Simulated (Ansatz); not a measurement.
Planning a run of Ansatz 0.2.0 on Cs2AgBiBr6 (Fm-3m). The input:

```yaml
crystal:
  lattice:
    - [0.0, 5.744148, 5.744148]
    - [5.744148, 0.0, 5.744148]
    - [5.744148, 5.744148, 0.0]
  atoms:
    - { symbol: Cs, position: [0.75, 0.75, 0.75] }
    - { symbol: Cs, position: [0.25, 0.25, 0.25] }
    - { symbol: Ag, position: [0.5, 0.5, 0.5] }
    - { symbol: Bi, position: [0.0, 0.0, 0.0] }
    - { symbol: Br, position: [0.7487506377, 0.2512493623, 0.2512493623] }
    - { symbol: Br, position: [0.2512493623, 0.2512493623, 0.7487506377] }
    - { symbol: Br, position: [0.2512493623, 0.7487506377, 0.7487506377] }
    - { symbol: Br, position: [0.2512493623, 0.7487506377, 0.2512493623] }
    - { symbol: Br, position: [0.7487506377, 0.2512493623, 0.7487506377] }
    - { symbol: Br, position: [0.7487506377, 0.7487506377, 0.2512493623] }
kpoints:
  mp_grid: { grid: [2, 2, 2] }
  band_path:
    path:
      - [0.0, 0.0, 0.0]
      - [0.5, 0.0, 0.5]
      - [0.625, 0.25, 0.625]
      - [0.375, 0.375, 0.75]
      - [0.5, 0.5, 0.5]
      - [0.5, 0.25, 0.75]
      - [0.5, 0.4, 0.6]
    npoints: 1
hamiltonian:
  xc: hse06
  pseudopotentials: { kind: paw, azcp: { folder: soft_1 } }
scf:
  occupations: { method: fixed }
  n_extra_bands: 7
output:
  eigenvalues: true
```

```sh
ansatz run input.yaml --threads 3 --pin off --max-ram 92160MiB --backend cuda --events-out ev --progress --plain --runs-dir out --devices 1 --max-vram 13GiB
```

Q: How long will it take on 1 × NVIDIA H100 80GB HBM3 (shared by 6 runs) with 3 threads of AMD EPYC 7R13 (Zen 3), shared host, and how much memory?

It took 26 s; on shared hardware allow 13 s to 53 s. Peak host memory was 1.3 GiB. The sizes that set the cost: 7391 plane waves a state, 3 irreducible k points and 17 SCF cycles.

Exact exchange couples every pair of k points and filled bands, so it costs far more than a semilocal run.

[Paths, hosts, dates, memory and timing lines, banners, echoed tables and standing remarks are left out of the program output.]

[Logs are printed without paths, hosts, clocks, repeated set-up lines and the standing remarks that a program may print on its own settings, such as how far it seeks lower states.]

[Runs of the session that timed out or met a known fault of the program may be left out.]

[Cells called generated may have been cut or substituted from an entry of the Crystallography Open Database or the Materials Project.]

[Hosts, paths, dates, database ids (printed as entryN), source tags and the programs' standing remarks are cut or masked in the printed files.]
